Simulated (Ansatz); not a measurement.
# Cobalt, beta-Sn type under m-r²SCAN: from relaxation to bulk modulus, part 2 of 2

Aim: take cobalt in the beta-Sn type structure, relax it, solve it on a dense k-mesh, then scale the cell to 7 volumes from 88 to 112 % of the relaxed one and try a fit of the equation of state. The start is ferromagnetic. The k-meshes are 15×15×10 for the relaxation; 24×24×13 for the dense run; 16×16×9 for the volumes.

Ansatz 0.2.0; DFT, m-r2SCAN, plane waves (500 eV) with PAW, scalar-relativistic. The steps go on from the part before.

## (3) Single point on a dense mesh

The input, input.yaml:

```yaml
crystal:
  lattice:
    - [-1.3607038523, 1.6554151422, 1.2131013075]
    - [1.6554151422, -1.3607038523, 1.2131013075]
    - [2.7690312502, 2.7690312502, -0.6733370403]
  atoms:
    - { symbol: Co, position: [0.0415701169, 0.9584298831, 1.0], spin: 1.645 }
    - { symbol: Co, position: [0.7084298831, 0.2915701169, 0.5], spin: 1.645 }
hamiltonian:
  xc: mr2scan
  pseudopotentials:
    kind: paw
    azcp:
      Co: "pseudopotentials/Co.paw.azcp"
basis:
  ecutwfc: 500
  fft_grid_basis: typed
kpoints:
  mp_grid: { grid: [24, 24, 13], shift: [0, 0, 0] }
magnetization:
  spin_polarized: true
scf:
  occupations: { method: fermi_dirac, width: 0.05 }
output:
  write_density: true
  write_potential: true
  elf: true
  volumetric_format: npy
```

Log (excerpt; [...] marks lines left out):

```text
Warning: RAYON_NUM_THREADS=2 ignored (pool sized by the plan → 2); use --threads N
[...]
Pseudopotentials: kind: paw
Pseudopotential: Co, paw, valence charge 17, recommended cutoff 500 eV (meta_gga), <dir>
Functional definition: m-r2SCAN
[...]
Crystal: 2 atoms, lattice volume = 20.862 Å³
Basis set: ecut = 500 eV, 549 PW (Γ), exchange–correlation on 72×72×120 points (64 copies of the dense FFT grid, shifted against one another)
[...]
Magnetization: 3.1148 μB (18.5574 up, 15.4426 down)
Absolute magnetization: 3.4112 μB (∫|ρ↑−ρ↓|, with the PAW one-centre terms)
Spin contamination: 0.0486 ħ² per cell (⟨S²⟩ above its minimum at these occupations)
Per-site moments (μB) at R_I (Å): [(1.6258143389583217, 1.0075747133207331), (1.6258143389583215, 1.0075747133207331)]
Free energy (F): -10262.377124 eV
[...]
E sigma→0 (E₀):  -10262.370335 eV
Entropy (-TS):   -0.013578 eV (-6.789 meV/atom)
Fermi energy:    19.334561 eV
[...]
--- Band table (eV; the first three rows and the last of 3914) ---
[... band rows left out ...]
[...]
```

It took 95 s on 2 threads of Intel Xeon 6975P-C (Granite Rapids), shared host; peak memory 1.9 GiB.

Density in a lattice plane of the grid's cell (edges 2.46 and 3.97 Å, at 0.292 of the third edge), which holds Co. It is the smooth density of the valence electrons, not physical close to the nuclei.

Ten even steps from '0' (0.28 e/Å³) to '9' (50.53 e/Å³):
```
00000000000000
00000000000000
00000000000000
00000000000000
00000000000000
00000000000000
00000000000000
00000000122110
00000001256520
00000001479731
00000001256520
00000000122110
00000000000000
00000000000000
00000000000000
00000000000000
00000000000000
00000000000000
00000000000000
00000000000000
```
Columns run along the first of these edges and rows up along the second, over one cell in 14 and 20 even steps from the bottom left corner. Atoms in the plane (fractional): Co at (0.71, 0.50).

Spin density (up less down) in a lattice plane of the grid's cell (edges 2.46 and 3.97 Å, at 0.292 of the third edge), which holds Co.

Ten even steps from ' ' (-0.03 e/Å³) to '@' (6.39 e/Å³):
```
                            
                            
                            
                            
                            
                            
                            
                ....::..    
              ..::++**==::  
              ..--##@@##--  
              ..::++**==::  
                ....::..    
                            
                            
                            
                            
                            
                            
                            
                            
```
Columns run along the first of these edges and rows up along the second, over one cell in 14 and 20 even steps from the bottom left corner. Atoms in the plane (fractional): Co at (0.71, 0.50).

## (4) Volume × 0.88

The input, input.yaml:

```yaml
crystal:
  lattice:
    - [-1.3039406915, 1.5863577968, 1.1624955387]
    - [1.5863577968, -1.3039406915, 1.1624955387]
    - [2.6535182634, 2.6535182634, -0.6452480931]
  atoms:
    - { symbol: Co, position: [0.0415701169, 0.9584298831, 1.0], spin: 1.626 }
    - { symbol: Co, position: [0.7084298831, 0.2915701169, 0.5], spin: 1.626 }
hamiltonian:
  xc: mr2scan
  pseudopotentials:
    kind: paw
    azcp:
      Co: "pseudopotentials/Co.paw.azcp"
basis:
  ecutwfc: 500
  fft_grid_basis: typed
kpoints:
  mp_grid: { grid: [16, 16, 9], shift: [0, 0, 0] }
magnetization:
  spin_polarized: true
scf:
  occupations: { method: fermi_dirac, width: 0.05 }
  lower_state_search: "off"
output:
  stress: true
```

Log (excerpt; [...] marks lines left out):

```text
Warning: RAYON_NUM_THREADS=2 ignored (pool sized by the plan → 2); use --threads N
[...]
Pseudopotentials: kind: paw
Pseudopotential: Co, paw, valence charge 17, recommended cutoff 500 eV (meta_gga), <dir>
Functional definition: m-r2SCAN
[...]
Crystal: 2 atoms, lattice volume = 18.358 Å³
Basis set: ecut = 500 eV, 463 PW (Γ), exchange–correlation on 72×72×120 points (64 copies of the dense FFT grid, shifted against one another)
[...]
Spin contamination: 0.0329 ħ² per cell (⟨S²⟩ above its minimum at these occupations)
Per-site moments (μB) at R_I (Å): [(1.5147789850510804, 0.9655426977745611), (1.5147789850510804, 0.9655426977745611)]
Free energy (F): -10262.094167 eV
[...]
E sigma→0 (E₀):  -10262.086857 eV
Entropy (-TS):   -0.014620 eV (-7.310 meV/atom)
Fermi energy:    22.481504 eV
[...]
--- Stress (GPa, compression-positive) ---
       41.415927      -0.247404       0.087298
       -0.247404      41.415927       0.087298
        0.087298       0.087298      41.717626
  P = ⅓ Tr σ = 41.5165 GPa (415.165 kbar)
```

It took 28 s on 2 threads of Intel Xeon 6975P-C (Granite Rapids), shared host; peak memory 0.76 GiB.

## (5) Volume × 0.92

Edit input.yaml of step 4 so:

```diff
@@ -2,5 +2,5 @@
   lattice:
-    - [-1.3039406915, 1.5863577968, 1.1624955387]
-    - [1.5863577968, -1.3039406915, 1.1624955387]
-    - [2.6535182634, 2.6535182634, -0.6452480931]
+    - [-1.3234053625, 1.6100382701, 1.1798487768]
+    - [1.6100382701, -1.3234053625, 1.1798487768]
+    - [2.6931288534, 2.6931288534, -0.6548800817]
   atoms:
```

Log (excerpt; [...] marks lines left out):

```text
Warning: RAYON_NUM_THREADS=2 ignored (pool sized by the plan → 2); use --threads N
[...]
Pseudopotentials: kind: paw
Pseudopotential: Co, paw, valence charge 17, recommended cutoff 500 eV (meta_gga), <dir>
Functional definition: m-r2SCAN
[...]
Crystal: 2 atoms, lattice volume = 19.193 Å³
Basis set: ecut = 500 eV, 513 PW (Γ), exchange–correlation on 72×72×120 points (64 copies of the dense FFT grid, shifted against one another)
[...]
Spin contamination: 0.0385 ħ² per cell (⟨S²⟩ above its minimum at these occupations)
Per-site moments (μB) at R_I (Å): [(1.563478058354798, 0.9799559077585307), (1.5634780583547985, 0.9799559077585307)]
Free energy (F): -10262.264408 eV
[...]
E sigma→0 (E₀):  -10262.258485 eV
Entropy (-TS):   -0.011846 eV (-5.923 meV/atom)
Fermi energy:    21.340621 eV
[...]
--- Stress (GPa, compression-positive) ---
       24.353356      -0.080969       0.044173
       -0.080969      24.353356       0.044173
        0.044173       0.044173      24.494210
  P = ⅓ Tr σ = 24.4003 GPa (244.003 kbar)
```

Wall time 31 s (2 threads of Intel Xeon 6975P-C (Granite Rapids), shared host); peak memory 0.78 GiB.

## (6) Volume × 0.96

Edit input.yaml of step 5 so:

```diff
@@ -2,5 +2,5 @@
   lattice:
-    - [-1.3234053625, 1.6100382701, 1.1798487768]
-    - [1.6100382701, -1.3234053625, 1.1798487768]
-    - [2.6931288534, 2.6931288534, -0.6548800817]
+    - [-1.342313708, 1.6330419247, 1.1967060368]
+    - [1.6330419247, -1.342313708, 1.1967060368]
+    - [2.7316073214, 2.7316073214, -0.6642367755]
   atoms:
```

Log (excerpt; [...] marks lines left out):

```text
Warning: RAYON_NUM_THREADS=2 ignored (pool sized by the plan → 2); use --threads N
[...]
Pseudopotentials: kind: paw
Pseudopotential: Co, paw, valence charge 17, recommended cutoff 500 eV (meta_gga), <dir>
Functional definition: m-r2SCAN
[...]
Crystal: 2 atoms, lattice volume = 20.027 Å³
Basis set: ecut = 500 eV, 537 PW (Γ), exchange–correlation on 72×72×120 points (64 copies of the dense FFT grid, shifted against one another)
[...]
Spin contamination: 0.0439 ħ² per cell (⟨S²⟩ above its minimum at these occupations)
Per-site moments (μB) at R_I (Å): [(1.5912400482573006, 0.9939571695119461), (1.5912400482573013, 0.9939571695119461)]
Free energy (F): -10262.353988 eV
[...]
E sigma→0 (E₀):  -10262.348186 eV
Entropy (-TS):   -0.011604 eV (-5.802 meV/atom)
Fermi energy:    20.299386 eV
[...]
--- Stress (GPa, compression-positive) ---
       10.497879       0.035197       0.013039
        0.035197      10.497879       0.013039
        0.013039       0.013039      10.523218
  P = ⅓ Tr σ = 10.5063 GPa (105.063 kbar)
```

Run time: 29 s. Hardware: 2 threads of Intel Xeon 6975P-C (Granite Rapids), shared host; peak memory 0.79 GiB.

## (7) Volume × 1.0

Edit input.yaml of step 6 so:

```diff
@@ -2,5 +2,5 @@
   lattice:
-    - [-1.342313708, 1.6330419247, 1.1967060368]
-    - [1.6330419247, -1.342313708, 1.1967060368]
-    - [2.7316073214, 2.7316073214, -0.6642367755]
+    - [-1.3607038523, 1.6554151422, 1.2131013075]
+    - [1.6554151422, -1.3607038523, 1.2131013075]
+    - [2.7690312502, 2.7690312502, -0.6733370403]
   atoms:
```

Log (excerpt; [...] marks lines left out):

```text
Warning: RAYON_NUM_THREADS=2 ignored (pool sized by the plan → 2); use --threads N
[...]
Pseudopotentials: kind: paw
Pseudopotential: Co, paw, valence charge 17, recommended cutoff 500 eV (meta_gga), <dir>
Functional definition: m-r2SCAN
[...]
Crystal: 2 atoms, lattice volume = 20.862 Å³
Basis set: ecut = 500 eV, 549 PW (Γ), exchange–correlation on 72×72×120 points (64 copies of the dense FFT grid, shifted against one another)
[...]
Spin contamination: 0.0494 ħ² per cell (⟨S²⟩ above its minimum at these occupations)
Per-site moments (μB) at R_I (Å): [(1.6144464255737976, 1.0075747133207331), (1.6144464255737971, 1.0075747133207331)]
Free energy (F): -10262.378706 eV
[...]
E sigma→0 (E₀):  -10262.372562 eV
Entropy (-TS):   -0.012289 eV (-6.145 meV/atom)
Fermi energy:    19.340918 eV
[...]
--- Stress (GPa, compression-positive) ---
       -0.566749       0.132379      -0.013509
        0.132379      -0.566749      -0.013509
       -0.013509      -0.013509      -0.640141
  P = ⅓ Tr σ = -0.5912 GPa (-5.912 kbar)
```

Run time: 29 s. Hardware: 2 threads of Intel Xeon 6975P-C (Granite Rapids), shared host; peak memory 0.82 GiB.

## (8) Volume × 1.04

Edit input.yaml of step 7 so:

```diff
@@ -2,5 +2,5 @@
   lattice:
-    - [-1.3607038523, 1.6554151422, 1.2131013075]
-    - [1.6554151422, -1.3607038523, 1.2131013075]
-    - [2.7690312502, 2.7690312502, -0.6733370403]
+    - [-1.3786099038, 1.6771994185, 1.2290649975]
+    - [1.6771994185, -1.3786099038, 1.2290649975]
+    - [2.8054700506, 2.8054700506, -0.6821977543]
   atoms:
```

Log (excerpt; [...] marks lines left out):

```text
Warning: RAYON_NUM_THREADS=2 ignored (pool sized by the plan → 2); use --threads N
[...]
Pseudopotentials: kind: paw
Pseudopotential: Co, paw, valence charge 17, recommended cutoff 500 eV (meta_gga), <dir>
Functional definition: m-r2SCAN
[...]
Crystal: 2 atoms, lattice volume = 21.696 Å³
Basis set: ecut = 500 eV, 549 PW (Γ), exchange–correlation on 80×80×120 points (64 copies of the dense FFT grid, shifted against one another)
[...]
Spin contamination: 0.0547 ħ² per cell (⟨S²⟩ above its minimum at these occupations)
Per-site moments (μB) at R_I (Å): [(1.6402598063707645, 1.020833795846845), (1.6402598063707643, 1.020833795846845)]
Free energy (F): -10262.351896 eV
[...]
E sigma→0 (E₀):  -10262.345100 eV
Entropy (-TS):   -0.013593 eV (-6.796 meV/atom)
Fermi energy:    18.453623 eV
[...]
--- Stress (GPa, compression-positive) ---
       -9.301981       0.202381      -0.033047
        0.202381      -9.301981      -0.033047
       -0.033047      -0.033047      -9.448310
  P = ⅓ Tr σ = -9.3508 GPa (-93.508 kbar)
```

Wall time 29 s (2 threads of Intel Xeon 6975P-C (Granite Rapids), shared host); peak memory 0.84 GiB.

## (9) Volume × 1.08

Edit input.yaml of step 8 so:

```diff
@@ -2,5 +2,5 @@
   lattice:
-    - [-1.3786099038, 1.6771994185, 1.2290649975]
-    - [1.6771994185, -1.3786099038, 1.2290649975]
-    - [2.8054700506, 2.8054700506, -0.6821977543]
+    - [-1.3960625148, 1.6984320449, 1.244624434]
+    - [1.6984320449, -1.3960625148, 1.244624434]
+    - [2.8409861001, 2.8409861001, -0.6908340857]
   atoms:
@@ -26 +26,5 @@
   stress: true
+  write_density: true
+  write_potential: true
+  elf: true
+  volumetric_format: npy
```

Log (excerpt; [...] marks lines left out):

```text
Warning: RAYON_NUM_THREADS=2 ignored (pool sized by the plan → 2); use --threads N
[...]
Pseudopotentials: kind: paw
Pseudopotential: Co, paw, valence charge 17, recommended cutoff 500 eV (meta_gga), <dir>
Functional definition: m-r2SCAN
[...]
Crystal: 2 atoms, lattice volume = 22.530 Å³
Basis set: ecut = 500 eV, 573 PW (Γ), exchange–correlation on 80×80×120 points (64 copies of the dense FFT grid, shifted against one another)
[...]
Free energy (F): -10262.284708 eV
[...]
E sigma→0 (E₀):  -10262.277009 eV
Entropy (-TS):   -0.015400 eV (-7.700 meV/atom)
Fermi energy:    17.628990 eV
[...]
--- Stress (GPa, compression-positive) ---
      -16.089700       0.216883      -0.038806
        0.216883     -16.089700      -0.038806
       -0.038806      -0.038806     -16.258228
  P = ⅓ Tr σ = -16.1459 GPa (-161.459 kbar)
--- Band table (eV; the first three rows and the last of 1234) ---
[... band rows left out ...]
[...]
```

Run time: 35 s. Hardware: 2 threads of Intel Xeon 6975P-C (Granite Rapids), shared host; peak memory 0.85 GiB.

## (10) Volume × 1.12

Edit input.yaml of step 9 so:

```diff
@@ -2,5 +2,5 @@
   lattice:
-    - [-1.3960625148, 1.6984320449, 1.244624434]
-    - [1.6984320449, -1.3960625148, 1.244624434]
-    - [2.8409861001, 2.8409861001, -0.6908340857]
+    - [-1.4130893455, 1.7191466724, 1.2598042769]
+    - [1.7191466724, -1.4130893455, 1.2598042769]
+    - [2.8756356869, 2.8756356869, -0.699259722]
   atoms:
@@ -26,5 +26 @@
   stress: true
-  write_density: true
-  write_potential: true
-  elf: true
-  volumetric_format: npy
```

Log (excerpt; [...] marks lines left out):

```text
Warning: RAYON_NUM_THREADS=2 ignored (pool sized by the plan → 2); use --threads N
[...]
Pseudopotentials: kind: paw
Pseudopotential: Co, paw, valence charge 17, recommended cutoff 500 eV (meta_gga), <dir>
Functional definition: m-r2SCAN
[...]
Crystal: 2 atoms, lattice volume = 23.365 Å³
Basis set: ecut = 500 eV, 603 PW (Γ), exchange–correlation on 80×80×128 points (64 copies of the dense FFT grid, shifted against one another)
[...]
Spin contamination: 0.0652 ħ² per cell (⟨S²⟩ above its minimum at these occupations)
Per-site moments (μB) at R_I (Å): [(1.7232213979962199, 1.0463651512181777), (1.7232213979962199, 1.0463651512181777)]
Free energy (F): -10262.186679 eV
[...]
E sigma→0 (E₀):  -10262.178118 eV
Entropy (-TS):   -0.017122 eV (-8.561 meV/atom)
Fermi energy:    16.859503 eV
[...]
--- Stress (GPa, compression-positive) ---
      -21.208050       0.149897      -0.024748
        0.149897     -21.208050      -0.024748
       -0.024748      -0.024748     -21.321353
  P = ⅓ Tr σ = -21.2458 GPa (-212.458 kbar)
```

Wall time 36 s (2 threads of Intel Xeon 6975P-C (Granite Rapids), shared host); peak memory 0.87 GiB.

## (11) Fitting the volumes

All volumes keep the relaxed shape and fractional coordinates.

```
V (Å³/atom)  E − E₀ (meV/atom)  P from the stress (GPa)  P from the fit (GPa)  largest moment (μB)
      9.179              142.8                    41.52                 42.35                 1.51
      9.596               56.9                    24.40                 24.45                 1.56
     10.014               12.1                    10.51                 10.39                 1.59
     10.431               -0.1                    -0.59                 -0.68                 1.61
     10.848               13.6                    -9.35                 -9.41                 1.64
     11.265               47.7                   -16.15                -16.29                 1.67
     11.682               97.1                   -21.25                -21.70                 1.72
```

A third-order Birch-Murnaghan fit gives V₀ = 10.402 Å³/atom, B₀ = 249 GPa and B₀′ = 4.9; it misses no point by more than 0.21 meV/atom.

## (12) What came out

This closing draws on all 2 parts.

| quantity | value |
| --- | --- |
| space group (spins left aside) | P6_3/mmc (No. 194) |
| conventional cell | a = 2.462 Å, c = 3.973 Å (c/a = 1.614) |
| volume | 10.431 Å³/atom |
| shortest distance | 2.443 Å |
| gap on the mesh | none (levels filled in part) |
| magnetic state | ferromagnetic, up to 1.63 μB per atom |
| V₀, B₀, B₀′ | 10.402 Å³/atom, 249 GPa, 4.9 |

What this shows: The relaxation shrank the cell by 10.3 % in volume. What began as beta-Sn type has relaxed into hcp. What follows belongs to that structure, not to the type named at the start. The mesh has less symmetry than the lattice, which may have let the distortion in. It ends ferromagnetic, with up to 1.63 μB per atom. No gap shows: it is a metal or semimetal at this level. B₀ comes out at 249 GPa; letting shape and positions relax at each volume could only lower it.
